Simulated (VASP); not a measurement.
**CoSi2: optical spectrum with PBE**

Crystal: CoSi2.

```xyz
3
Lattice="0.0000 2.6780 2.6780 2.6780 0.0000 2.6780 2.6780 2.6780 0.0000" Properties=species:S:1:pos:R:3 pbc="T T T"
Co    0.0000    0.0000    0.0000
Si    4.0170    4.0170    4.0170
Si    1.3390    1.3390    1.3390
```

```json
{
  "Program": "VASP 6.6.1",
  "Task": "optical spectrum",
  "Functional": "PBE",
  "Potentials or basis": "VASP PAW PBE potentials, release 64 (Co, Si)",
  "Cutoff": "520 eV",
  "k mesh": "9 × 9 × 9",
  "Occupations": "gaussian, width 0.02 eV",
  "Spin": "collinear spin, ferromagnetic start",
  "Starting moments": "[2.0, 0.0, 0.0] μB",
  "Further INCAR settings": "ALGO = Fast; EDIFF = 1e-07; NBANDS = 32"
}
```

The pressure is 0.3 GPa, the band gap on the k mesh is none (metal or under the smearing width) and the net moment is 0.00 μB per cell. The valence electrons inside the program's atomic spheres are Co 8.86; Si 1.59.

Levels at points of the mesh, in eV from the Fermi level:
Spin up:
| k point | band 5 | band 6 | band 7 | band 8 | band 9 | band 10 | band 11 | band 12 | band 13 | band 14 |
| --- | --- | --- | --- | --- | --- | --- | --- | --- | --- | --- |
| (0.00, 0.00, 0.00) | -1.86 | -1.86 | 0.79 | 3.45 | 3.45 | 3.45 | 3.49 | 3.49 | 3.49 | 5.70 |
Spin down:
```
           k point  band 6  band 7  band 8  band 9  band 10  band 11  band 12  band 13
(0.00, 0.00, 0.00)   -1.86    0.79    3.45    3.45     3.45     3.49     3.49     3.49
```

Dielectric function (mean over the directions given):
```csv
energy (eV),real part,imaginary part
0.33,16.15,0.16
1.00,16.39,4.04
1.66,15.32,2.73
2.33,19.17,9.59
3.00,9.38,15.25
3.66,13.51,11.58
4.33,6.38,7.17
4.99,8.47,6.32
5.74,-4.44,16.64
6.41,-9.63,16.22
7.07,-3.98,10.97
7.74,-5.51,5.80
8.41,-5.95,5.27
9.07,-3.61,2.77
9.74,-2.80,3.24
10.49,-2.53,1.88
11.15,-2.32,2.12
11.82,-2.09,1.13
12.48,-1.54,1.06
13.15,-1.34,1.02
13.82,-1.12,0.78
14.48,-0.85,0.59
15.23,-0.57,0.57
15.90,-0.55,0.51
16.56,-0.53,0.47
17.23,-0.45,0.52
17.89,-0.24,0.33
18.56,-0.08,0.33
19.23,-0.13,0.47
19.97,0.00,0.28
```

Wall time 48 s on 1 thread of Intel(R) Xeon(R) 6975P-C (Granite Rapids), with other jobs on the host, peak memory 0.25 GiB.

Caveat: the starting moments collapsed, and a magnetic state may lie lower; spectra need much finer meshes, so this one isn't converged; independent-particle spectra lack excitons; the intraband (Drude) part of a metal's response may be missing.
